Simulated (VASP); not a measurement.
The system is MnH2O2 (Pyrochroite).

```
CELL_PARAMETERS angstrom
3.25000 0.00000 0.00000
-1.62500 2.81458 0.00000
0.00000 0.00000 4.48000
ATOMIC_POSITIONS crystal
Mn 0.00000 0.00000 0.00000
O 0.66667 0.33333 0.77400
O 0.33333 0.66667 0.22600
H 0.66667 0.33333 0.55400
H 0.33333 0.66667 0.44600
```

| Property | Result |
| --- | --- |
| Program | VASP 6.6.1 |
| Task | relaxation of cell and atoms |
| Functional | PBEsol |
| Potentials or basis | VASP PAW PBE potentials, release 64 (Mn_pv, O, H) |
| Cutoff | 600 eV |
| k mesh | 9 × 9 × 6 |
| Occupations | gaussian, width 0.1 eV |
| Spin | collinear spin, ferromagnetic start |
| Starting moments | [4.0, 0.0, 0.0, 0.0, 0.0] μB |
| Hubbard terms | Mn d U = 7 eV |

At the start: pressure 9.4 GPa; volume 8.20 Å³/atom.

Problem. Where does the relaxation end?

Solution. Over 26 steps the energy falls by 26.4 meV/atom and the volume is 8.79 Å³/atom (+7.3 %); space group P-3m1 (No. 164, to 0.05 Å); moment 5.00 μB per cell.

Step by step:
```tsv
step	energy change (eV)	largest force (eV/Å)	pressure (GPa)	volume (Å³)
1	0.0000	1.2838	9.37	40.98
2	0.0164	3.1018	5.79	43.89
3	-0.0818	1.1195	6.90	42.36
4	-0.1149	0.6567	-3.53	45.10
5	-0.1315	0.1036	-0.01	44.06
6	-0.1315	0.0902	0.09	44.03
7	-0.1317	0.0569	-0.02	44.13
8	-0.1317	0.0329	0.03	44.10
9	-0.1318	0.0088	-0.13	44.14
10	-0.1318	0.0097	-0.13	44.13
11	-0.1318	0.0099	-0.12	44.12
12	-0.1318	0.0125	-0.08	44.08
13	-0.1319	0.0218	0.00	44.00
14	-0.1319	0.0079	-0.01	43.98
15	-0.1319	0.0029	-0.02	43.99
16	-0.1319	0.0026	0.00	43.98
17	-0.1319	0.0067	0.01	43.97
18	-0.1319	0.0155	0.09	43.94
19	-0.1319	0.0133	0.04	43.95
20	-0.1319	0.0249	0.01	43.95
21	-0.1319	0.0185	0.02	43.95
22	-0.1319	0.0152	0.03	43.95
23	-0.1319	0.0137	0.04	43.95
24	-0.1319	0.0126	0.04	43.95
25	-0.1319	0.0113	0.02	43.95
26	-0.1319	0.0037	-0.04	43.97
```

Final structure:
```cif
data_structure
_symmetry_space_group_name_H-M 'P 1'
_symmetry_Int_Tables_number 1
_cell_length_a 3.3310
_cell_length_b 3.3310
_cell_length_c 4.5760
_cell_angle_alpha 90.000
_cell_angle_beta 90.000
_cell_angle_gamma 120.000
_cell_volume 43.97
loop_
_atom_site_label
_atom_site_type_symbol
_atom_site_fract_x
_atom_site_fract_y
_atom_site_fract_z
_atom_site_occupancy
Mn1 Mn 0.00000 0.00000 0.00000 1
O1 O 0.66667 0.33333 0.76430 1
O2 O 0.33333 0.66667 0.23570 1
H1 H 0.66667 0.33333 0.55027 1
H2 H 0.33333 0.66667 0.44973 1
```

Caveat: the PAW data sets were made with another functional, which shifts forces and pressure a little; a cell with one magnetic atom can't hold antiferromagnetic order, which such compounds often take.
